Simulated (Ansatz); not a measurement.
**Ge: a trial structure relaxed**

Aim: relax Ge from this start, black phosphorus type (Cmce, No. 64), and see where it ends.

Program: Ansatz 0.2.0. Level of theory: DFT PBE, scalar-relativistic, plane waves, PAW. These are calculated values, not measurements.

## (1) The structure to begin with

It takes space group Cmce (No. 64, orthorhombic). The conventional cell has a = 3.571 Å, b = 11.327 Å, c = 4.725 Å, α = 90.00°, β = 90.00°, γ = 90.00°. Ge (site symmetry m) has 3 Ge at 2.34 to 2.38 Å as nearest neighbours.

Structure file:

```cif
data_structure
_symmetry_space_group_name_H-M 'Cmce'
_symmetry_Int_Tables_number 64
_cell_length_a 3.5708
_cell_length_b 11.3273
_cell_length_c 4.7251
_cell_angle_alpha 90.000
_cell_angle_beta 90.000
_cell_angle_gamma 90.000
_cell_volume 191.12
loop_
_atom_site_label
_atom_site_type_symbol
_atom_site_symmetry_multiplicity
_atom_site_Wyckoff_symbol
_atom_site_fract_x
_atom_site_fract_y
_atom_site_fract_z
_atom_site_occupancy
Ge1 Ge 8 f 0.00000 0.90200 0.91000 1
```

(A quick probe on a coarse mesh, which set the mesh and smearing, is not shown.)

## (3) Coarse relaxation

Contents of input.yaml:

```yaml
crystal:
  lattice:
    - [1.7853927867, -5.6636327071, 0.0]
    - [1.7853927867, 5.6636327071, 0.0]
    - [0.0, 0.0, 4.7250878585]
  atoms:
    - { symbol: Ge, position: [0.098, 0.902, 0.91] }
    - { symbol: Ge, position: [0.598, 0.402, 0.59] }
    - { symbol: Ge, position: [0.902, 0.098, 0.09] }
    - { symbol: Ge, position: [0.402, 0.598, 0.41] }
basis:
  ecutwfc: 420
kpoints:
  mp_grid: { grid: [6, 6, 4] }
hamiltonian:
  xc: pbe
scf:
  occupations: { method: gaussian, width: 0.1 }
  lower_state_search: "off"
output:
  forces: true
  stress: true
  eigenvalues: true
relax:
  adjacent_minimum: "off"
  f_tol: 0.04
  max_steps: 70
  cell: { stress_tol: 0.4 }
```

The session goes on with these runs: the relaxation.

Q: Predict the outcome of this session.

As calculated:

```
           quantity                                                                      value
cell (conventional)  a = 5.053 Å, b = 8.340 Å, c = 4.063 Å, α = 90.00°, β = 90.00°, γ = 90.00°
        space group                                                              Cmce (No. 64)
             volume                                                              21.41 Å³/atom
    gap on the mesh                                                               none (metal)
```

In words: The space group stayed Cmce, and from the first guess the volume went from 23.89 to 21.41 Å³/atom.
